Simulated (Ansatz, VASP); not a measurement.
**AlRu in VASP and in Ansatz**

```
Al Ru
1.0
     2.88429    0.00000    0.00000
     0.00000    2.88429    0.00000
     0.00000    0.00000    2.88429
Al Ru
1 1
Direct
  0.00000 0.00000 0.00000
  0.50000 0.50000 0.50000
```

Alike in both runs: task single point; functional PBEsol; k mesh 14 × 14 × 14; occupations gaussian, width 0.1 eV; no spin polarisation.

|  | VASP | Ansatz |
| --- | --- | --- |
| version | VASP 6.6.1 | Ansatz 0.2.0 |
| potentials or method | VASP PAW PBE potentials, release 64 (Al, Ru_pv) | scalar-relativistic, plane waves, PAW |
| plane-wave cutoff (eV) | 520 | 420 |
| valence electrons in the cell | 17 | 19 |

```csv
,VASP,Ansatz,Ansatz less VASP
gap on the k mesh at the Fermi level (eV),none,none,-
pressure (GPa),25.6,25.4,-0.21
```

A gap of «none» marks a metal or a gap that the smearing closes. The functional is the same, so the differences come from potentials, cutoffs and numerics. The two sets of potentials don't hold the same shells in valence.

Caveats: so large a pressure means that the cell lies far from this level's equilibrium, or that cutoff or potentials fall short (VASP); the potentials were made for another functional, which shifts forces and pressure (VASP).
